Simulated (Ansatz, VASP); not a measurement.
**Hf in VASP and in Ansatz**

```
Hf
1.0
     1.52492   -5.06446    0.00000
     1.52492    5.06446    0.00000
     0.00000    0.00000    3.08258
Hf
2
Direct
  0.85494 0.14506 0.25000
  0.14506 0.85494 0.75000
```

Alike in both runs: functional PBE; k mesh 18 × 18 × 18; occupations gaussian, width 0.1 eV; no spin polarisation.

Ansatz relaxed the structure, and its values are those at the end. VASP's run is a single point on that final structure, the one shown.

```csv
,VASP,Ansatz
version,VASP 6.6.1,Ansatz 0.2.0
potentials or method,"VASP PAW PBE potentials, release 64 (Hf_pv)","scalar-relativistic, plane waves, PAW"
plane-wave cutoff (eV),520,420
valence electrons in the cell,20,52
```

Ansatz gave:

| Property | Result |
| --- | --- |
| gap on the k mesh at the Fermi level (eV) | none |
| pressure (GPa) | 0.0 |
| rms of the force components (eV/Å) | 0.001 |

Question: Estimate VASP's values.

Answer: gap on the k mesh at the Fermi level (eV): none; pressure (GPa): -0.4; rms of the force components (eV/Å): 0.024.

A gap of «none» marks a metal or a gap that the smearing closes. The two sets of potentials don't hold the same shells in valence.

The runs have no spin-orbit coupling, so splittings on Hf are missing.
